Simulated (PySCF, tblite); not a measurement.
# C₃H₃F₃, a complex of two parts: NMR shifts, interaction energy, infrared bands, spin-spin couplings and core binding energies, part 3 of 3

tblite 0.8.0 and PySCF 2.14.0. Atoms count from 0, parts from 1. Earlier steps stand in the parts before.

### 9 Core holes by ΔSCF: SCAN, X2C

The job: settings as JSON, then the geometry in Å.

```
{"job": {"kind": "xps", "holes": 3}, "charge": 0, "multiplicity": 1, "parts": [{"atoms": "0-4", "charge": 0, "multiplicity": 1}, {"atoms": "5-8", "charge": 0, "multiplicity": 1}]}
F     -0.917326    -1.010959    -0.389860
C      0.087676    -0.167868    -0.152764
F      1.127156    -0.527713    -0.903454
F     -0.294247     1.057245    -0.522435
H      0.362027    -0.174135     0.910215
C      1.783823     2.042827     1.855791
C      2.382328     1.202807     2.486206
H      1.252734     2.782906     1.285937
H      2.921670     0.463986     3.049277
```

With the program's defaults for keys left out, this is: delta-SCF UKS SCAN, pcX-2 on the ionised atom, pcseg-1 elsewhere, spin-free X2C.

Standard output:

```text
ground state, core basis on atom 0 (F), 130 functions
  cycle   1  E = -415.59818171  |g| = 8.62e-01
  cycle   2  E = -415.41396711  |g| = 1.41e+00
  cycle   3  E = -415.72218467  |g| = 1.02e-01
  cycle   4  E = -415.72428515  |g| = 3.44e-02
  cycle   5  E = -415.72451259  |g| = 1.44e-02
  cycle   6  E = -415.72454148  |g| = 4.35e-03
  cycle   7  E = -415.72454380  |g| = 3.04e-03
  cycle   8  E = -415.72454763  |g| = 7.95e-04
  cycle   9  E = -415.72454611  |g| = 9.96e-05
  E(ground) = -415.72033867 Eh
hole in F 1s of atom 0
  cycle   1  E = -389.33038244  |g| = 2.58e+00
  cycle   2  E = -387.35393090  |g| = 2.56e+00
  cycle   3  E = -389.70718510  |g| = 9.89e-01
  cycle   4  E = -390.17157971  |g| = 3.10e-01
  cycle   5  E = -390.17954367  |g| = 2.36e-01
  cycle   6  E = -390.19602779  |g| = 9.37e-02
  cycle   7  E = -390.19918128  |g| = 5.30e-02
  cycle   8  E = -390.20058148  |g| = 5.87e-03
  cycle   9  E = -390.20059943  |g| = 1.68e-03
  cycle  10  E = -390.20059977  |g| = 1.02e-03
  cycle  11  E = -390.20060013  |g| = 3.44e-04
  E(ion) = -390.20421417 Eh   <S^2> = 0.7572   hole on atom = 1.000   binding energy = 694.329 eV
ground state, core basis on atom 1 (C), 130 functions
  cycle   1  E = -415.68962692  |g| = 1.03e-01
  cycle   2  E = -415.68751521  |g| = 1.45e-01
  cycle   3  E = -415.69069729  |g| = 1.79e-02
  cycle   4  E = -415.69073865  |g| = 7.48e-03
  cycle   5  E = -415.69074620  |g| = 1.86e-03
  cycle   6  E = -415.69074709  |g| = 9.38e-04
  cycle   7  E = -415.69074892  |g| = 1.48e-04
  E(ground) = -415.68377209 Eh
hole in C 1s of atom 1
  cycle   1  E = -404.19897111  |g| = 1.49e+00
  cycle   2  E = -396.95026688  |g| = 3.20e+00
  cycle   3  E = -404.29354853  |g| = 8.96e-01
  cycle   4  E = -404.63153212  |g| = 4.64e-01
  cycle   5  E = -404.68920044  |g| = 2.50e-01
  cycle   6  E = -404.70470553  |g| = 1.06e-01
  cycle   7  E = -404.70874618  |g| = 5.03e-02
  cycle   8  E = -404.70985351  |g| = 1.94e-02
  cycle   9  E = -404.71002145  |g| = 8.61e-03
  cycle  10  E = -404.71005334  |g| = 1.69e-03
  cycle  11  E = -404.71005590  |g| = 7.42e-04
  cycle  12  E = -404.71005651  |g| = 1.95e-04
  E(ion) = -404.70707489 Eh   <S^2> = 0.7718   hole on atom = 1.000   binding energy = 298.691 eV
ground state, core basis on atom 5 (C), 130 functions
  cycle   1  E = -415.68338475  |g| = 5.95e-02
  cycle   2  E = -415.68302135  |g| = 4.35e-02
  cycle   3  E = -415.68256214  |g| = 5.95e-02
  cycle   4  E = -415.68349943  |g| = 5.26e-03
  cycle   5  E = -415.68350495  |g| = 1.57e-03
  cycle   6  E = -415.68350306  |g| = 2.11e-04
  E(ground) = -415.67789468 Eh
hole in C 1s of atom 5
  cycle   1  E = -404.41701622  |g| = 1.50e+00
  cycle   2  E = -403.56565613  |g| = 1.86e+00
  cycle   3  E = -404.60029942  |g| = 8.94e-01
  cycle   4  E = -404.92928963  |g| = 2.68e-01
  cycle   5  E = -404.96833033  |g| = 5.04e-02
  cycle   6  E = -404.96989436  |g| = 2.71e-02
  cycle   7  E = -404.97044796  |g| = 1.61e-02
  cycle   8  E = -404.97087577  |g| = 9.73e-03
  cycle   9  E = -404.97114639  |g| = 6.88e-03
  cycle  10  E = -404.97122245  |g| = 3.92e-03
  cycle  11  E = -404.97123741  |g| = 1.95e-03
  cycle  12  E = -404.97123967  |g| = 4.35e-04
  E(ion) = -404.96482111 Eh   <S^2> = 0.8731   hole on atom = 1.000   binding energy = 291.518 eV

== part 1 alone, relaxed ==
ground state, core basis on atom 0 (F), 92 functions
  cycle   1  E = -338.33020234  |g| = 8.04e-01
  cycle   2  E = -338.14692302  |g| = 1.38e+00
  cycle   3  E = -338.42772690  |g| = 4.30e-02
  cycle   4  E = -338.42781959  |g| = 3.83e-02
  cycle   5  E = -338.42802032  |g| = 6.02e-03
  cycle   6  E = -338.42802585  |g| = 6.20e-04
  cycle   7  E = -338.42802693  |g| = 1.72e-04
  E(ground) = -338.42051015 Eh
hole in F 1s of atom 0
  cycle   1  E = -312.02944485  |g| = 2.58e+00
  cycle   2  E = -311.84327778  |g| = 2.22e+00
  cycle   3  E = -312.78921084  |g| = 5.91e-01
  cycle   4  E = -312.84142272  |g| = 4.21e-01
  cycle   5  E = -312.89718676  |g| = 3.22e-02
  cycle   6  E = -312.89749816  |g| = 9.73e-03
  cycle   7  E = -312.89753034  |g| = 3.32e-03
  cycle   8  E = -312.89753176  |g| = 2.35e-03
  cycle   9  E = -312.89753288  |g| = 3.91e-04
  E(ion) = -312.89661620 Eh   <S^2> = 0.7568   hole on atom = 1.000   binding energy = 694.541 eV
ground state, core basis on atom 1 (C), 92 functions
  cycle   1  E = -338.39315764  |g| = 1.04e-01
  cycle   2  E = -338.39101888  |g| = 1.46e-01
  cycle   3  E = -338.39425371  |g| = 1.75e-02
  cycle   4  E = -338.39429642  |g| = 6.54e-03
  cycle   5  E = -338.39430284  |g| = 1.02e-03
  cycle   6  E = -338.39430433  |g| = 2.06e-04
  E(ground) = -338.38400000 Eh
hole in C 1s of atom 1
  cycle   1  E = -326.89543508  |g| = 1.49e+00
  cycle   2  E = -325.78227370  |g| = 2.28e+00
  cycle   3  E = -327.30660698  |g| = 5.57e-01
  cycle   4  E = -327.39116309  |g| = 1.82e-01
  cycle   5  E = -327.40110443  |g| = 2.41e-02
  cycle   6  E = -327.40130947  |g| = 4.99e-03
  cycle   7  E = -327.40132181  |g| = 4.41e-03
  cycle   8  E = -327.40132870  |g| = 2.51e-03
  cycle   9  E = -327.40133229  |g| = 5.75e-04
  cycle  10  E = -327.40133272  |g| = 6.80e-05
  E(ion) = -327.39457683 Eh   <S^2> = 0.7717   hole on atom = 1.000   binding energy = 299.037 eV

== part 2 alone, relaxed ==
ground state, core basis on atom 0 (C), 69 functions
  cycle   1  E = -77.28473653  |g| = 3.71e-01
  cycle   2  E = -77.27981157  |g| = 3.87e-01
  cycle   3  E = -77.32051989  |g| = 1.85e-02
  cycle   4  E = -77.32031182  |g| = 3.37e-02
  cycle   5  E = -77.32061626  |g| = 1.42e-03
  cycle   6  E = -77.32061668  |g| = 2.23e-04
  E(ground) = -77.32179536 Eh
hole in C 1s of atom 0
  cycle   1  E = -66.06707475  |g| = 1.50e+00
  cycle   2  E = -65.23393924  |g| = 1.85e+00
  cycle   3  E = -66.22874384  |g| = 9.16e-01
  cycle   4  E = -66.58359563  |g| = 2.43e-01
  cycle   5  E = -66.61582538  |g| = 4.09e-02
  cycle   6  E = -66.61724015  |g| = 1.43e-02
  cycle   7  E = -66.61778739  |g| = 9.77e-03
  cycle   8  E = -66.61815760  |g| = 5.60e-03
  cycle   9  E = -66.61823333  |g| = 1.38e-03
  cycle  10  E = -66.61823586  |g| = 4.15e-04
  E(ion) = -66.61835222 Eh   <S^2> = 0.8687   hole on atom = 1.000   binding energy = 291.256 eV
```

It took 11 s on 1 thread of Intel Xeon 6975P-C, shared host; peak memory 0.44 GiB.

The holes in one table. −ε is the ground-state orbital energy:

| hole | stands for | environment | ΔSCF (eV) | −ε (eV) | ⟨S²⟩ |
| --- | --- | --- | --- | --- | --- |
| F1s on F0 | F0 | fluorine bonded to C | 694.33 | 667.8 | 0.757 |
| C1s on C1 | C1 | carbon bonded to 3 F, H | 298.69 | 280.3 | 0.772 |
| C1s on C5 | C5 | carbon bonded to C, H | 291.52 (doubtful) | 274.2 | 0.873 |

Doubtful: the ion did not converge, its hole moved, or its ⟨S²⟩ is well above 0.75.

What binding changes (parts relaxed alone, same level, their own basis):

| hole | alone (eV) | in the cluster | change (eV) |
| --- | --- | --- | --- |
| F1s on F0 | 694.54 | 694.33 | -0.21 |
| C1s on C1 | 299.04 | 298.69 | -0.35 |

### 10 Side by side

Energies in kcal/mol, with wall time:

| run | counterpoise | BSSE | electrostatic | Pauli | orbital | dispersion | time |
| --- | --- | --- | --- | --- | --- | --- | --- |
| wB97M-D3(BJ)/def2-SVPD | -2.06 | 0.69 | -2.38 | 1.74 | -1.10 | -1.02 | 19 s |
| PBE0-D3(BJ)/def2-SVPD | -2.11 | 0.65 | -2.28 | 1.52 | -1.17 | -0.83 | 9.2 s |

### 11 Results

What follows sums up all 3 parts.

| quantity | value |
| --- | --- |
| binding energy (GFN2-xTB) | -1.72 kcal/mol |
| point group | C1 |
| rotational constants (main isotopes) | 5.82, 1.52, 1.43 GHz |
| shieldings of C, H, F (PBE0/pcSseg-2) | C1 57.2, C5 105.4, C6 106.3, H4 24.4, H7 29.7, H8 29.8, F2 264.2, F3 265.4 ppm and more |
| largest proton shift on binding | H4, +0.54 ppm |
| interaction energy, counterpoise (wB97M-D3(BJ)/def2-SVPD) | -2.06 kcal/mol |
| superposition error | 0.69 kcal/mol |
| binding energy (with deformation) | -2.07 kcal/mol |
| strongest single infrared mode (PBE0-D3(BJ)/def2-SVPD) | 1167 cm⁻¹ |
| largest coupling of the table (B3LYP/pcJ-1) | $^{1}J$(C,F) C1–F2, -353.8 Hz |
| F1s binding energies, SCAN/pcX-2 (standing for 1 of 3 atoms) | F0 694.33 eV |
| C1s binding energies, SCAN/pcX-2 (standing for 1 of 3 atoms) | C1 298.69 eV |
| range of the interaction energy over the runs of this table | -2.11 to -2.06 kcal/mol |

At its xTB geometry the search ends with the contact C1···C5 (inside the van der Waals sum, 3.35 Å); 6 starts can't prove it the lowest minimum. A later relaxation moves these distances. Over 8 steps the energy fell by 0.080 eV; of the close pairs, C5–H7 changed most, 1.042 to 1.074 Å. On binding (GIAO PBE0/pcSseg-2 NMR shielding, non-relativistic, gas phase), H4 moves most among the protons, 0.54 ppm downfield. The attractive terms split as electrostatic 53 %, orbital 24 %, dispersion 23 %, against 1.74 kcal/mol of Pauli repulsion. The terms sum to the uncorrected energy, so the orbital term holds the superposition error. The superposition error is 33 % of the corrected value, which is itself small. A part with a negative deformation was relaxed at another level. No mode is imaginary at PBE0-D3(BJ)/def2-SVPD; the softest lies at 28 cm⁻¹. Density functionals describe couplings to fluorine poorly, F–F couplings above all, so those rows are rough. The interaction energy runs from -2.11 (PBE0-D3(BJ)/def2-SVPD) to -2.06 kcal/mol (wB97M-D3(BJ)/def2-SVPD).
